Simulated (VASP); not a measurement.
Ba: single point with PBE

Crystal: Ba.

```xyz
1
Lattice="-0.1745 3.1723 3.1723 2.9979 0.0000 2.9979 3.1723 3.1723 -0.1745" Properties=species:S:1:pos:R:3 pbc="T T T"
Ba    0.0000    0.0000    0.0000
```

The cell isn't the ideal one: engineering shear strain xz -0.1100, engineering shear strain yz +0.0000.

```yaml
Program: VASP 6.6.1
Task: single point
Functional: PBE
Potentials_or_basis: VASP PAW PBE potentials, release 64 (Ba_sv)
Cutoff: 520 eV
k_mesh: 12 × 12 × 12
Occupations: gaussian, width 0.15 eV
Spin: no spin polarisation
Dipole_correction: no
Further_INCAR_settings: ALGO = Fast; EDIFF = 1e-06; NBANDS = 11
```

```
Pressure               : 0.1 GPa
Band gap on the k mesh : none (metal or under the smearing width)
```

Stress tensor (GPa, compression positive):
```
 0.24  0.00  1.05
 0.00 -0.05  0.00
 1.05  0.00  0.24
```

Levels at points of the mesh, in eV from the Fermi level:
```csv
k point,band 1,band 2,band 3,band 4,band 5,band 6,band 7,band 8,band 9,band 10
"(0.00, 0.00, 0.00)",-28.93,-13.91,-13.89,-13.85,-2.78,1.33,1.62,2.24,3.37,3.38
"(0.50, 0.00, 0.00)",-28.90,-14.31,-13.93,-13.90,-1.02,0.82,1.36,2.10,4.02,4.66
"(0.00, 0.50, 0.00)",-28.88,-14.39,-13.97,-13.96,-0.88,1.19,1.27,1.85,4.31,4.66
"(0.50, 0.50, 0.00)",-28.87,-14.35,-14.04,-14.03,-0.80,-0.17,2.06,4.27,4.77,4.91
"(0.50, 0.00, 0.50)",-28.88,-14.30,-14.10,-13.98,-0.81,-0.19,2.02,4.55,4.84,4.88
```

Wall time 110 s on 1 thread of Intel(R) Xeon(R) Platinum 8488C (Sapphire Rapids), on a shared host, peak memory 0.34 GiB.

Spin-orbit coupling is left out, which matters for the levels of Ba.
